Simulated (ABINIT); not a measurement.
Set up this calculation in ABINIT 10.8.3 (patched build), as the native input.

```
Task                                            : band structure
Functional                                      : AM05
Potentials or basis                             : JTH PAW PBE v2.0
Cutoff                                          : 408 eV
k mesh                                          : 7 × 7 × 7
Occupations                                     : fermi-dirac, width 0.05 eV
Spin                                            : no spin polarisation
Fine-grid cutoff                                : 816.342 eV
Exchange and correlation inside the PAW spheres : full angular mesh (pawxcdev 0, this build's default; the released program takes 1)
```

The system is Sn.

```
Sn
1.0
     0.00000    3.23334    3.23334
     3.23334    0.00000    3.23334
     3.23334    3.23334    0.00000
Sn
2
Direct
  0.75000 0.75000 0.75000
  0.50000 0.50000 0.50000
```

This isn't the form of Sn at room conditions, which is tetragonal (white tin).

One way to write it, as run:

run.abi

```
ndtset 2

pp_dirpath "./"
pseudos "Sn.GGA_PBE-JTH.xml"

acell 3*1.0 Angstrom
rprim
     0.0000000000     3.2333428000     3.2333428000
     3.2333428000     0.0000000000     3.2333428000
     3.2333428000     3.2333428000     0.0000000000
ntypat 1
znucl 50
natom 2
typat 1 1
xred
     0.7500000000     0.7500000000     0.7500000000
     0.5000000000     0.5000000000     0.5000000000

ecut 15.0
pawecutdg 30.0

ixc -120135

occopt 3
tsmear 0.05 eV

nstep 100

iomode 3
prtwf 0
prteig 0
prtebands 0
enunit 1
prtden1 1
prtvha1 1
prtvclmb1 1
prtpot1 1

kptopt1 1
ngkpt1 7 7 7
nshiftk1 1
shiftk1 0.0 0.0 0.0
nband1 18
tolvrs1 1.0e-9

iscf2 -2
getden2 1
nband2 22
nbdbuf2 2
tolwfr2 1.0e-12
kptopt2 -9
ndivsm2 5
prteig2 1
prtvol2 -3
kptbounds2
     0.0000000000     0.0000000000     0.0000000000
     0.5000000000     0.0000000000     0.5000000000
     0.5000000000     0.2500000000     0.7500000000
     0.3750000000     0.3750000000     0.7500000000
     0.0000000000     0.0000000000     0.0000000000
     0.5000000000     0.5000000000     0.5000000000
     0.6250000000     0.2500000000     0.6250000000
     0.5000000000     0.2500000000     0.7500000000
     0.5000000000     0.5000000000     0.5000000000
     0.3750000000     0.3750000000     0.7500000000
```

Potentials or basis: JTH PAW PBE v2.0.

Command:

```console
$ abinit run.abi > log 2>&1
```

Results of the run:

```json
{
 "Band gap on the k mesh": "none (metal or under the smearing width)",
 "Valence electrons inside the program's atomic spheres": "Sn 12.01, 12.05 (radii [1.3287] Å)"
}
```

Caveat: spin-orbit coupling is left out, which moves the levels of the heavy elements.

It took 64 s on 1 thread of Arm Neoverse V1 (shared host), peak memory 0.13 GiB.
